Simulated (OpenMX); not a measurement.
Br under changes of volume

One of the cells (33.988 Å³/atom); the others are scaled copies at fixed shape and fractional positions:

```
CELL_PARAMETERS angstrom
3.36325 -2.32255 0.00000
3.36325 2.32255 0.00000
0.00000 0.00000 8.70230
ATOMIC_POSITIONS crystal
Br 0.36510 0.63490 0.39010
Br 0.13490 0.86510 0.89010
Br 0.63490 0.36510 0.60990
Br 0.86510 0.13490 0.10990
```

| Property | Result |
| --- | --- |
| Program | OpenMX 3.8.5 |
| Functional | LDA |
| Potentials or basis | OpenMX 2013 LDA set, Br7.0-s3p2d2, fixed grid of 40 × 40 × 90 points |
| k mesh | 7 × 7 × 3 |
| Occupations | fermi-dirac, width 0.05 eV |
| Spin | no spin polarisation |

```csv
volume (Å³/atom),energy over the lowest point (meV/atom),gap on the mesh (eV),largest force (eV/Å)
31.949,?,?,?
32.629,0.00,1.83,1.897
33.308,0.41,1.76,1.624
33.988,3.43,1.70,1.373
34.668,8.73,1.64,1.140
35.348,16.07,1.58,0.921
36.028,25.12,1.52,0.722
```

Task: What does the run at 31.949 Å³/atom give?

Result: Energy over the lowest point 2.61 meV/atom; gap on the mesh 1.88 eV; largest force 2.189 eV/Å.

Worked out: A Birch-Murnaghan fit of order 3 (a polynomial in V^(-2/3)) to the other rows has its minimum at 32.87 Å³/atom with B0 = V·E''(V) = 32 GPa and B' = 5.4 at fixed shape and positions, which overstates the stiffness. It gives 2.59 meV/atom at 31.949 Å³/atom, against the run's 2.61. A straight line through the other rows of the gap, of slope -3.1 eV per unit of ln V, extrapolates to 1.89 eV, against the run's 1.88.

Energies are extrapolated to zero smearing.

Caveats: an odd mesh through Γ misses points on the zone boundary, where band edges often lie; the basis of atomic orbitals isn't converged, which shifts pressures, moduli and gaps; forces of over 1 eV/Å show positions far from the minimum, so gaps and moduli don't describe the material at rest (some runs). Spin-orbit coupling on Br is left out.
